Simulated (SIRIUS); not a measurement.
## Pb in SIRIUS: convergence with wave cutoff

The system is Pb.

```
Pb
1.0
     0.00000    2.47502    2.47502
     2.47502    0.00000    2.47502
     2.47502    2.47502    0.00000
Pb
1
Direct
  0.00000 0.00000 0.00000
```

- Program: SIRIUS 7.10.0
- Task: single point
- Functional: PBEsol
- Potentials or basis: PseudoDojo 0.4.1 PBEsol standard (scalar relativistic)
- Cutoff: 191 eV
- Density cutoff: 765 eV
- k mesh: 9 × 9 × 9
- Occupations: gaussian, width 0.05 eV
- Spin: no spin polarisation

These are the settings of the first run; the series varies wave cutoff, with any setting tied to it.

Hardware: 1 thread of Arm Neoverse V2, with other jobs on the host.

| wave cutoff | energy less the tightest run, at zero smearing (meV/atom) | pressure (GPa) | SCF cycles | CPU time (s) | peak memory (GiB) |
| --- | --- | --- | --- | --- | --- |
| 191.3 eV | 135308.44 | -1010.43 | 14 | 3.5 | 0.16 |
| 275.5 eV | 48677.32 | -643.48 | 15 | 5.1 | 0.17 |
| 375 eV | 10611.38 | -241.72 | 18 | 6.8 | 0.17 |
| 489.8 eV | 1091.38 | -43.72 | 15 | 9.5 | 0.19 |
| 619.9 eV | 27.60 | -2.76 | 17 | 9.5 | 0.21 |
| 765.3 eV | 0.86 | -0.62 | 16 | 15 | 0.23 |
| 1011 eV | 0.34 | -0.62 | 16 | 22 | 0.27 |
| 1293.4 eV | 0.00 | -0.61 | 16 | 35 | 0.33 |

Against the tightest run, the energy stays within 1 meV/atom from 765.3 eV on; the pressure stays within 0.1 GPa from 765.3 eV on. The tightest run that finished is the yardstick and may itself not be fully converged.

Spin-orbit coupling is left out, which matters for the levels of Pb.
